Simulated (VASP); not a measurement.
The system is LiH.

```
Li H
1.0
     0.00000    2.03675    2.03675
     2.03675    0.00000    2.03675
     2.03675    2.03675    0.00000
Li H
1 1
Cartesian
  0.0000 0.0000 0.0000
  2.0368 2.0368 2.0368
```

Base run:

```yaml
Program: VASP 6.6.1
Functional: PBE
Potentials_or_basis: VASP PAW PBE potentials, release 64 (Li_sv, H)
Cutoff: 520 eV
k_mesh: 11 × 11 × 11
Occupations: fermi-dirac, width 0.05 eV
Spin: no spin polarisation
```

Its results: band gap on the k mesh 3.20 eV, direct.

Task: The run is repeated on the same cell with these changes: functional from PBE to PBEsol. What comes out?

Result: Band gap on the k mesh 2.97 eV, direct.

Caveats: an odd mesh through Γ misses points on the zone boundary, where band edges often lie.

Not every run made on this cell is shown here.
